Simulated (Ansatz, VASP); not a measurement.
## CoH4 in VASP and in Ansatz

```
CELL_PARAMETERS angstrom
3.86911 0.00000 0.00000
0.00000 3.86911 0.00000
0.00000 0.00000 3.06156
ATOMIC_POSITIONS crystal
Co 0.00000 0.00000 0.00000
H 0.50000 0.50000 0.80786
H 0.50000 0.50000 0.19214
H 0.00000 0.50000 0.40402
H 0.50000 0.00000 0.59598
```

Alike in both runs: task single point; functional PBE; k mesh 4 × 4 × 6; occupations gaussian, width 0.1 eV; collinear spin.

```csv
,VASP,Ansatz
version,VASP 6.6.1,Ansatz 0.2.0
potentials or method,"VASP PAW PBE potentials, release 64 (Co, H)","scalar-relativistic, plane waves, PAW"
plane-wave cutoff (eV),520,420
valence electrons in the cell,13,21
```

```tsv
	VASP	Ansatz	Ansatz less VASP
gap on the k mesh at the Fermi level (eV)	none	none	-
pressure (GPa)	-21.3	-19.2	+2.08
largest component of the traceless stress (GPa)	10.69	13.17	+2.476
rms of the force components (eV/Å)	1.222	1.284	+0.0623
net moment per atom (μB)	0.44	0.47	+0.032
size of the moment on the site where the two differ most (μB)	2.11	2.21	+0.096
```

Site moments also hang on the region over which each program counts them. Atom by atom the forces differ by 0.062 eV/Å (rms over components). A gap of «none» marks a metal or a gap that the smearing closes. The two sets of potentials don't hold the same shells in valence.

Caveats: the k mesh is coarse (spacing up to 0.41 Å⁻¹), so the values aren't converged; so large a pressure means that the cell lies far from this level's equilibrium, or that cutoff or potentials fall short (VASP); forces of over 1 eV/Å show positions far from the minimum, so gaps and moduli don't describe the material at rest.
